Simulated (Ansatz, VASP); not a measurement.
## KBr: VASP beside Ansatz

INCAR

```
SYSTEM = KBr
PREC     = Accurate       ! precision mode
ENCUT    = 520            ! plane-wave cutoff, eV
EDIFF    = 1E-7           ! SCF threshold, eV
ISMEAR   = 0              ! smearing method
SIGMA    = 0.05           ! smearing width, eV
LREAL    = .FALSE.        ! projectors in reciprocal space
LASPH    = .TRUE.         ! aspherical terms in the spheres
NELM     = 60             ! most SCF steps
ALGO     = Normal         ! electronic algorithm
ISIF     = 2              ! what is computed and relaxed
LWAVE    = .FALSE.        ! write WAVECAR
LCHARG   = .FALSE.        ! write CHGCAR
GGA      = PS             ! functional
NBANDS   = 15             ! bands
```

File KPOINTS:

```
Automatic mesh
0
G
  6 6 6
  0 0 0
```

POSCAR

```
KBr
1.0
    0.0000000000      3.2925000000      3.5559000000
    3.2925000000      0.0000000000      3.5559000000
    3.2925000000      3.2925000000      0.0000000000
K Br
1 1
Direct
    0.0000000000      0.0000000000      0.0000000000
    0.5000000000      0.5000000000      0.5000000000
```

Input for Ansatz:

```yaml
crystal:
  lattice:
    - [0.0, 3.2925, 3.5559]
    - [3.2925, 0.0, 3.5559]
    - [3.2925, 3.2925, 0.0]
  atoms:
    - { symbol: K, position: [0.0, 0.0, 0.0] }
    - { symbol: Br, position: [0.5, 0.5, 0.5] }
basis:
  ecutwfc: 420
kpoints:
  mp_grid: { grid: [6, 6, 6] }
hamiltonian:
  xc: pbesol
scf:
  occupations: { method: gaussian, width: 0.05 }
output:
  forces: true
  stress: true
  eigenvalues: true
```

Change from the starting cell: strain +0.000 along x and y, +0.080 along z, atoms carried along.

Alike in both runs: task single point; functional PBEsol; k mesh 6 × 6 × 6; occupations gaussian, width 0.05 eV; no spin polarisation.

```csv
,VASP,Ansatz
version,VASP 6.6.1,Ansatz 0.2.0
potentials or method,"VASP PAW PBE potentials, release 64 (K_sv, Br)","scalar-relativistic, plane waves, PAW"
plane-wave cutoff (eV),520,420
valence electrons in the cell,16,16
```

|  | VASP | Ansatz | Ansatz less VASP |
| --- | --- | --- | --- |
| gap on the k mesh at the Fermi level (eV) | 4.11 | 4.11 | +0.002 |
| least direct gap on the mesh (eV) | 4.11 | 4.11 | +0.002 |
| pressure (GPa) | -0.9 | -0.9 | -0.03 |
| largest component of the traceless stress (GPa) | 0.80 | 0.78 | -0.020 |

With one functional, cell and mesh, what is left measures potentials, basis and numerics.

Caveats: the PAW data sets were made with another functional, which shifts forces and pressure a little (VASP).
